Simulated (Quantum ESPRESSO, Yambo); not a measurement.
An input for Quantum ESPRESSO 7.5 (As (buckled honeycomb monolayer)):

```
&control
  calculation = 'scf'
  prefix = 'x'
  outdir = 'o'
  pseudo_dir = 'pseudo'
/
&system
  ibrav = 0
  nat = 2
  ntyp = 1
  ecutwfc = 76.0
  nbnd = 20
  force_symmorphic = .true.
/
&electrons
  conv_thr = 1e-10
  electron_maxstep = 80
  mixing_beta = 0.5
/
ATOMIC_SPECIES
  As 74.922 As.upf
CELL_PARAMETERS angstrom
  3.6113925482 -0.0000000001 0.0000000000
  -1.8056962741 3.1275576898 0.0000000000
  0.0000000000 0.0000000000 14.0000000000
ATOMIC_POSITIONS crystal
  As 0.3333333333 0.6666666667 0.4503491423
  As 0.6666666667 0.3333333333 0.5496508577
K_POINTS automatic
  12 12 1 0 0 0
```

```sh
OMP_NUM_THREADS=1 mpirun -n 8 pw.x -nk 8 -in pw.in > pw.out
```

Q: Estimate wall time and host memory on 8 MPI ranks of AMD EPYC 7R43, shared host.

It took 20 s; on shared hardware allow 9.8 s to 39 s. Peak host memory was 0.93 GiB.

[Paths, hosts, dates, memory and timing lines, banners, echoed tables and standing remarks are left out of the program output.]

[Logs are printed without paths, hosts, clocks, repeated set-up lines and the standing remarks that a program may print on its own settings, such as how far it seeks lower states.]

[Runs of the session that timed out or met a known fault of the program may be left out.]

[Hosts, paths, dates, database ids (printed as entryN), source tags and the programs' standing remarks are cut or masked in the printed files.]
